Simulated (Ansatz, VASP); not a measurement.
**Ti in VASP and in Ansatz**

File INCAR:

```
SYSTEM = Ti
PREC = Accurate ; ENCUT = 520
EDIFF = 1E-7 ; ISMEAR = 0
SIGMA = 0.1 ; LREAL = .False.
LASPH = .True. ; NELM = 100
ALGO = Normal ; ISIF = 2
LWAVE = .False. ; LCHARG = .True.
GGA = CA ; LELF = .True.
LVHAR = .True. ; NBANDS = 19
```

Contents of KPOINTS:

```
regular mesh
0
Gamma
  9 9 4
  0 0 0
```

File POSCAR:

```
Ti
1.0
    2.9500000000      0.0000000000      0.0000000000
   -1.4750000000      2.5547749412      0.0000000000
    0.0000000000      0.0000000000      4.6800000000
Ti
2
Direct
    0.3333333333      0.6666666667      0.2500000000
    0.6666666667      0.3333333333      0.7500000000
```

Input for Ansatz:

```yaml
crystal:
  lattice:
    - [2.95, 0.0, 0.0]
    - [-1.475, 2.5547749412, 0.0]
    - [0.0, 0.0, 4.68]
  atoms:
    - { symbol: Ti, position: [0.3333333333, 0.6666666667, 0.25] }
    - { symbol: Ti, position: [0.6666666667, 0.3333333333, 0.75] }
basis:
  ecutwfc: 420
kpoints:
  mp_grid: { grid: [9, 9, 4] }
hamiltonian:
  xc: lda
scf:
  occupations: { method: gaussian, width: 0.1 }
output:
  forces: true
  stress: true
  eigenvalues: true
```

Alike in both runs: task single point; functional LDA; k mesh 9 × 9 × 4; occupations gaussian, width 0.1 eV; no spin polarisation.

|  | VASP | Ansatz |
| --- | --- | --- |
| version | VASP 6.6.1 | Ansatz 0.2.0 |
| potentials or method | VASP PAW LDA potentials, release 64 (Ti_sv) | scalar-relativistic, plane waves, PAW |
| plane-wave cutoff (eV) | 520 | 420 |
| valence electrons in the cell | 24 | 24 |

Ansatz gave:

* gap on the k mesh at the Fermi level (eV): none
* pressure (GPa): -9.9
* largest component of the traceless stress (GPa): 0.84

Q: Which values does VASP return?

A: gap on the k mesh at the Fermi level (eV): none; pressure (GPa): -10.0; largest component of the traceless stress (GPa): 0.82.

A gap of «none» marks a metal or a gap that the smearing closes.
